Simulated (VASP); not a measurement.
Set up this calculation in VASP 6.6.1, as the native input.

```
Task                   : single point
Functional             : PBE
Potentials or basis    : VASP PAW PBE potentials, release 64 (Ga_d, P)
Cutoff                 : 520 eV
k mesh                 : 8 × 8 × 8
Occupations            : gaussian, width 0.012 eV
Spin                   : no spin polarisation
Further INCAR settings : ALGO = Fast; EDIFF = 1e-06
```

The structure of GaP lies in POSCAR:

```
GaP
1.0
    0.0000000000      2.7252500000      2.7252500000
    2.7252500000      0.0000000000      2.7252500000
    2.7252500000      2.7252500000      0.0000000000
Ga P
1 1
Direct
    0.0000000000      0.0000000000      0.0000000000
    0.7500000000      0.7500000000      0.7500000000
```

These files were run (other wordings do the same):

INCAR

```
PREC = Accurate
ENCUT = 520
EDIFF = 1E-6
ISMEAR = 0
SIGMA = 0.012
LREAL = F
LASPH = T
NELM = 60
ALGO = Fast
ISIF = 2
LWAVE = F
LCHARG = T
GGA = PE
LELF = T
LVHAR = T
```

KPOINTS

```
Automatic mesh
0
Gamma
  8 8 8
```

Potentials or basis: VASP PAW PBE potentials, release 64 (Ga_d, P).

Command:

```console
$ cat potpaw_PBE.64/Ga_d/POTCAR potpaw_PBE.64/P/POTCAR > POTCAR
$ mpirun -np 1 vasp_std > vasp.out
```

Results of the run:

- Pressure: 2.4 GPa
- Band gap on the k mesh: 1.64 eV, indirect (least direct gap 1.83 eV)

It took 19 s on 1 thread of Intel(R) Xeon(R) Platinum 8488C (Sapphire Rapids), with other jobs on the host, peak memory 0.16 GiB.
